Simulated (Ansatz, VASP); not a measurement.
## One calculation of Al, two programs

```
CELL_PARAMETERS angstrom
0.00000 2.01996 2.01996
2.01996 0.00000 2.01996
2.01996 2.01996 0.00000
ATOMIC_POSITIONS crystal
Al 0.00000 0.00000 0.00000
```

Alike in both runs: task single point; functional PBE; k mesh 13 × 13 × 13; occupations methfessel-paxton of order 1, width 1 eV; no spin polarisation.

|  | VASP | Ansatz |
| --- | --- | --- |
| version | VASP 6.6.1 | Ansatz 0.2.0 |
| potentials or method | VASP PAW PBE potentials, release 64 (Al) | plane waves (420 eV) with PAW, scalar-relativistic |
| plane-wave cutoff (eV) | 520 | 420 |
| valence electrons in the cell | 3 | 3 |

Ansatz gave:

```
pressure (GPa) : 0.1
```

Question: Estimate VASP's values.

Answer: Pressure (GPa): 0.0.
